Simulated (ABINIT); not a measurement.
# Ag (P6_3/mmc) in ABINIT: equation of state

Aim: energy against volume of Ag in PBEsol, for its equilibrium volume and stiffness.

All numbers are computed with ABINIT 10.8.3 (patched build); they aren't measurements. Logs are shortened: lines on timing, memory, paths and dates and some standing lists are left out, and cuts for length are marked. The log counts tension as positive stress, the text compression.

### Step 1. The structure

Symmetry: P6_3/mmc, No. 194, hexagonal system. Conventional cell: a = 2.930 Å, b = 2.930 Å, c = 4.790 Å, α = 90.00°, β = 90.00°, γ = 120.00°. Ag (site symmetry -6m2) is surrounded by 12 Ag at 2.93 Å.

This isn't the form of Ag at room conditions, which is fcc.

### Step 2. Equation of state, PBEsol

The input, run.abi:

```
# Datasets: one volume each
ndtset 7
getwfk -1
scalecart1 3*0.9795861087
scalecart2 3*0.9864848297
scalecart3 3*0.9932883884
scalecart4 3*1.0000000000
scalecart5 3*1.0066227096
scalecart6 3*1.0131594038
scalecart7 3*1.0196128224

# Pseudopotentials
pp_dirpath "./"
pseudos "Ag.upf"

# Structure
acell 2.93 2.93 4.79 Angstrom
rprim
     1.0000000000     0.0000000000     0.0000000000
    -0.5000000000     0.8660254038     0.0000000000
     0.0000000000     0.0000000000     1.0000000000
ntypat 1
znucl 47
natom 2
typat 1 1
xred
     0.6666666667     0.3333333333     0.7500000000
     0.3333333333     0.6666666667     0.2500000000

# Plane-wave basis
ecut 41.0

# k points
kptopt 1
ngkpt 10 10 6
nshiftk 1
shiftk 0.0 0.0 0.0

# Exchange and correlation
ixc -116133

# Bands and occupations
nband 23
occopt 3
tsmear 0.05 eV

# SCF cycle
nstep 100
tolvrs 1.0e-10

# Output
iomode 3
prtwf 1
prtden 0
prteig 0
prtebands 0
```

Potentials or basis: PseudoDojo NC SR PBEsol v0.4.1 standard.

On the command line:

```console
$ abinit run.abi > log 2>&1
```

run.abo:

```text
.Version 10.8.3 of ABINIT
 DATASET    1 : space group P6_3/m m c (#194); Bravais hP (primitive hexag.)
================================================================================
 Values of the parameters that define the memory need for DATASET  1.
     intxc =       0    ionmov =       0      iscf =       7    lmnmax =       6
     lnmax =       6     mgfft =      54  mpssoang =       3    mqgrid =    3001
     natom =       2  nloc_mem =       1    nspden =       1   nspinor =       1
    nsppol =       1      nsym =      24    n1xccc =    2501    ntypat =       1
    occopt =       3   xclevel =       2
       mpw =        2857          nfft =       55296          nkpt =          56
================================================================================
================================================================================
[... 61 lines left out ...]
 DATASET    7 : space group P6_3/m m c (#194); Bravais hP (primitive hexag.)
================================================================================
 Values of the parameters that define the memory need for DATASET  7.
     intxc =       0    ionmov =       0      iscf =       7    lmnmax =       6
     lnmax =       6     mgfft =      54  mpssoang =       3    mqgrid =    3001
     natom =       2  nloc_mem =       1    nspden =       1   nspinor =       1
    nsppol =       1      nsym =      24    n1xccc =    2501    ntypat =       1
    occopt =       3   xclevel =       2
       mpw =        3216          nfft =       69984          nkpt =          56
================================================================================
================================================================================

--------------------------------------------------------------------------------
------------- Echo of variables that govern the present computation ------------
--------------------------------------------------------------------------------
 -outvars: echo values of preprocessed input variables --------
            acell      5.5368975489E+00  5.5368975489E+00  9.0517881431E+00 Bohr
              amu      1.07868200E+02
             ecut      4.10000000E+01 Hartree
           getwfk          -1
                       outvar_i_n : Printing only first  50 k-points.
              ixc     -116133
           jdtset        1    2    3    4    5    6    7
                       outvar_i_n : Printing only first  50 k-points.
         kptrlatt       10    0    0      0   10    0      0    0    6
          kptrlen1     5.32020355E+01
          kptrlen2     5.35767101E+01
          kptrlen3     5.39462163E+01
          kptrlen4     5.43107289E+01
          kptrlen5     5.46704130E+01
          kptrlen6     5.50254257E+01
          kptrlen7     5.53759155E+01
            natom           2
            nband          23
           ndtset           7
            ngfft1         32      32      54
            ngfft2         32      32      54
            ngfft3         32      32      54
            ngfft4         32      32      54
            ngfft5         36      36      54
            ngfft6         36      36      54
            ngfft7         36      36      54
             nkpt          56
            nstep         100
             nsym          24
           ntypat           1
                       prtocc : prtvol=0, do not print more k-points.
           occopt           3
           prtden           0
        prtebands           0
           prteig           0
            rprim1     9.7958610870E-01  0.0000000000E+00  0.0000000000E+00
                      -4.8979305435E-01  8.4834645534E-01  0.0000000000E+00
                       0.0000000000E+00  0.0000000000E+00  9.7958610870E-01
            rprim2     9.8648482970E-01  0.0000000000E+00  0.0000000000E+00
                      -4.9324241485E-01  8.5432092298E-01  0.0000000000E+00
                       0.0000000000E+00  0.0000000000E+00  9.8648482970E-01
            rprim3     9.9328838840E-01  0.0000000000E+00  0.0000000000E+00
                      -4.9664419420E-01  8.6021297765E-01  0.0000000000E+00
                       0.0000000000E+00  0.0000000000E+00  9.9328838840E-01
            rprim4     1.0000000000E+00  0.0000000000E+00  0.0000000000E+00
                      -5.0000000000E-01  8.6602540380E-01  0.0000000000E+00
                       0.0000000000E+00  0.0000000000E+00  1.0000000000E+00
            rprim5     1.0066227096E+00  0.0000000000E+00  0.0000000000E+00
                      -5.0331135480E-01  8.7176083856E-01  0.0000000000E+00
                       0.0000000000E+00  0.0000000000E+00  1.0066227096E+00
            rprim6     1.0131594038E+00  0.0000000000E+00  0.0000000000E+00
                      -5.0657970190E-01  8.7742178179E-01  0.0000000000E+00
                       0.0000000000E+00  0.0000000000E+00  1.0131594038E+00
            rprim7     1.0196128224E+00  0.0000000000E+00  0.0000000000E+00
                      -5.0980641120E-01  8.8301060624E-01  0.0000000000E+00
                       0.0000000000E+00  0.0000000000E+00  1.0196128224E+00
          spgroup         194
           tolvrs      1.00000000E-10
           tsmear      1.83746611E-03 Hartree
            typat      1  1
                       outvars : Printing only first  50 k-points.
           xangst1     1.4350936492E+00  8.2855170472E-01  3.5191630955E+00
                      -5.8428083705E-17  1.6571034094E+00  1.1730543652E+00
           xangst2     1.4452002755E+00  8.3438676811E-01  3.5439467507E+00
                      -1.8232870640E-16  1.6687735362E+00  1.1813155836E+00
           xangst3     1.4551674890E+00  8.4014134151E-01  3.5683885353E+00
                       1.4705710273E-17  1.6802826830E+00  1.1894628451E+00
           xangst4     1.4650000000E+00  8.4581814438E-01  3.5925000000E+00
                       1.2158578251E-17  1.6916362888E+00  1.1975000000E+00
           xangst5     1.4747022696E+00  8.5141975232E-01  3.6162920842E+00
                      -2.9521796014E-17  1.7028395046E+00  1.2054306947E+00
           xangst6     1.4842785266E+00  8.5694860688E-01  3.6397751582E+00
                       4.6331418183E-17  1.7138972138E+00  1.2132583861E+00
           xangst7     1.4937327848E+00  8.6240702543E-01  3.6629590645E+00
                       4.7152917559E-18  1.7248140509E+00  1.2209863548E+00
            xcart1     2.7119339621E+00  1.5657358031E+00  6.6502544429E+00
                      -1.1041307626E-16  3.1314716061E+00  2.2167514810E+00
            xcart2     2.7310327178E+00  1.5767624748E+00  6.6970887636E+00
                      -3.4455131999E-16  3.1535249496E+00  2.2323629212E+00
            xcart3     2.7498680215E+00  1.5876370425E+00  6.7432770426E+00
                       2.7789764903E-17  3.1752740850E+00  2.2477590142E+00
            xcart4     2.7684487745E+00  1.5983646452E+00  6.7888411073E+00
                       2.2976382975E-17  3.1967292904E+00  2.2629470358E+00
            xcart5     2.7867834067E+00  1.6089501501E+00  6.8338016305E+00
                      -5.5788109211E-17  3.2179003002E+00  2.2779338768E+00
            xcart6     2.8048799098E+00  1.6193981710E+00  6.8781782088E+00
                       8.7553691392E-17  3.2387963420E+00  2.2927260696E+00
            xcart7     2.8227458686E+00  1.6297130871E+00  6.9219894423E+00
                       8.9106100223E-18  3.2594261742E+00  2.3073298141E+00
             xred      6.6666666667E-01  3.3333333333E-01  7.5000000000E-01
                       3.3333333333E-01  6.6666666667E-01  2.5000000000E-01
            znucl       47.00000

================================================================================

 chkinp: Checking input parameters for consistency, jdtset=   1.

 chkinp: Checking input parameters for consistency, jdtset=   2.
[... 29 lines left out ...]
 getcut: wavevector=  0.0000  0.0000  0.0000  ngfft=  32  32  54
         ecut(hartree)=     41.000   => boxcut(ratio)=   2.04684

--- Pseudopotential description ------------------------------------------------
- pspini: atom type   1  psp file is ./Ag.upf
12 -116133 2 -1 1538                          pspcod,pspxc,lmax,lloc,mmax
     nproj     2     2     2

   2.10108167E+03                                ecore*ucvol(ha*bohr**3)
--------------------------------------------------------------------------------

================================================================================

--- !BeginCycle
iteration_state: {dtset: 1, }
solver: {iscf: 7, nstep: 100, nline: 4, wfoptalg: 0, }
tolerances: {tolvrs: 1.00E-10, }
...
[... 1018 lines left out ...]
-Cartesian components of stress tensor (GPa)         [Pressure= -1.0237E+01 GPa]
- sigma(1 1)=  1.00307650E+01  sigma(3 2)=  0.00000000E+00
- sigma(2 2)=  1.00307649E+01  sigma(3 1)=  0.00000000E+00
- sigma(3 3)=  1.06484264E+01  sigma(2 1)=  0.00000000E+00

== END DATASET(S) ==============================================================
================================================================================

 -outvars: echo values of variables after computation  --------
            acell      5.5368975489E+00  5.5368975489E+00  9.0517881431E+00 Bohr
           etotal1    -3.0979564892E+02
           etotal2    -3.0979544535E+02
           etotal3    -3.0979488814E+02
           etotal4    -3.0979402452E+02
           etotal5    -3.0979289518E+02
           etotal6    -3.0979153663E+02
           etotal7    -3.0978998098E+02
            fcart1     4.9644372997E-29  2.8662192113E-29 -0.0000000000E+00
                      -4.9644372997E-29 -2.8662192113E-29 -0.0000000000E+00
            fcart2    -0.0000000000E+00 -0.0000000000E+00 -0.0000000000E+00
                      -0.0000000000E+00 -0.0000000000E+00 -0.0000000000E+00
            fcart3    -0.0000000000E+00  1.1306720411E-28 -0.0000000000E+00
                      -0.0000000000E+00 -1.1306720411E-28 -0.0000000000E+00
            fcart4    -1.9452375265E-28  0.0000000000E+00  1.1619964185E-31
                       1.9452375265E-28  2.2420775429E-44 -1.1619964185E-31
            fcart5    -9.6621977031E-29  5.5784724447E-29 -0.0000000000E+00
                       9.6621977031E-29 -5.5784724447E-29 -0.0000000000E+00
[... 38 lines left out ...]
                       0.0000000000E+00  0.0000000000E+00  0.0000000000E+00
           xangst1     1.4350936492E+00  8.2855170472E-01  3.5191630955E+00
                      -5.8428083705E-17  1.6571034094E+00  1.1730543652E+00
           xangst2     1.4452002755E+00  8.3438676811E-01  3.5439467507E+00
                      -1.8232870640E-16  1.6687735362E+00  1.1813155836E+00
           xangst3     1.4551674890E+00  8.4014134151E-01  3.5683885353E+00
                       1.4705710273E-17  1.6802826830E+00  1.1894628451E+00
           xangst4     1.4650000000E+00  8.4581814438E-01  3.5925000000E+00
                       1.2158578251E-17  1.6916362888E+00  1.1975000000E+00
           xangst5     1.4747022696E+00  8.5141975232E-01  3.6162920842E+00
                      -2.9521796014E-17  1.7028395046E+00  1.2054306947E+00
           xangst6     1.4842785266E+00  8.5694860688E-01  3.6397751582E+00
                       4.6331418183E-17  1.7138972138E+00  1.2132583861E+00
           xangst7     1.4937327848E+00  8.6240702543E-01  3.6629590645E+00
                       4.7152917559E-18  1.7248140509E+00  1.2209863548E+00
             xred      6.6666666667E-01  3.3333333333E-01  7.5000000000E-01
                       3.3333333333E-01  6.6666666667E-01  2.5000000000E-01
 Calculation completed.
```

Run time: 10 min. Hardware: 1 thread of Arm Neoverse V2, shared host; peak memory 0.16 GiB.

Results:

| Property | Result |
| --- | --- |
| Equilibrium volume | 16.73 Å³/atom (rough: see the caveat) |
| Bulk modulus at fixed shape and positions | 117 GPa (rough) |

Energy against volume, from the lowest point:
```
volume (Å³/atom)  energy (meV/atom)
          16.738               0.00
          17.094               2.77
          17.450              10.35
          17.806              22.10
          18.162              37.47
          18.518              55.95
          18.875              77.12
```

Caveat: pressures at fixed basis lie under the slope of the energies; the minimum lies outside the volumes run; the cell was scaled at fixed shape and fractional positions, which overstates the stiffness of a crystal with free parameters, most of all of layers and chains.
